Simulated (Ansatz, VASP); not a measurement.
Two plane-wave programs on TiAl

Contents of POSCAR:

```
TiAl
1.0
    2.8672620000      0.0000000000      0.0000000000
   -1.4336310000      2.4831220000      0.0000000000
    0.0000000000      0.0000000000      4.6780830000
Ti Al
1 1
Direct
    0.0000000000      0.0000000000      0.0000000000
    0.3333333333      0.6666666667      0.5000000000
```

The input INCAR.step1:

```
PREC = Accurate
ENCUT = 520
ISMEAR = -1
SIGMA = 0.15
LREAL = F
LASPH = T
NELM = 80
NBANDS = 14
GGA = PE
ALGO = Normal
EDIFF = 1E-4
LWAVE = T
LCHARG = F
```

Contents of INCAR.step2:

```
PREC = Accurate
ENCUT = 520
EDIFF = 1E-6
ISMEAR = -1
SIGMA = 0.15
LREAL = F
LASPH = T
NELM = 80
ALGO = Normal
ISIF = 2
LWAVE = F
LCHARG = F
METAGGA = R2SCAN
LMIXTAU = T
NBANDS = 14
ISTART = 1
```

KPOINTS

```
regular mesh
0
Gamma
  12 12 6
```

Input for Ansatz:

```yaml
crystal:
  lattice:
    - [2.867262, 0.0, 0.0]
    - [-1.433631, 2.483122, 0.0]
    - [0.0, 0.0, 4.678083]
  atoms:
    - { symbol: Ti, position: [0.0, 0.0, 0.0] }
    - { symbol: Al, position: [0.3333333333333333, 0.6666666666666666, 0.5] }
basis:
  ecutwfc: 600.0
kpoints:
  mp_grid:
    grid: [12, 12, 6]
hamiltonian:
  xc: r2scan
scf:
  convergence:
    dr2_threshold: 1.0e-10
  occupations:
    method: fermi_dirac
    width: 0.15
output:
  stress: true
```

The cell comes from a database or a generator and needn't be the stable form of this composition.

Alike in both runs: task single point; functional r2SCAN; k mesh 12 × 12 × 6; occupations fermi-dirac, width 0.15 eV; no spin polarisation.

|  | VASP | Ansatz |
| --- | --- | --- |
| version | VASP 6.6.1 | Ansatz 0.2.0 |
| potentials or method | VASP PAW PBE potentials, release 64 (Ti_sv, Al) | plane waves, PAW |
| plane-wave cutoff (eV) | 520 | 600 |
| valence electrons in the cell | 15 | 15 |

VASP gave:

* pressure (GPa): -0.8
* largest component of the traceless stress (GPa): 1.80

**Question.** What did Ansatz give for the same quantities?

**Answer.** Pressure (GPa): -0.8; largest component of the traceless stress (GPa): 1.81.

Caveats: the PAW data sets were made with another functional, which shifts forces and pressure a little (VASP).
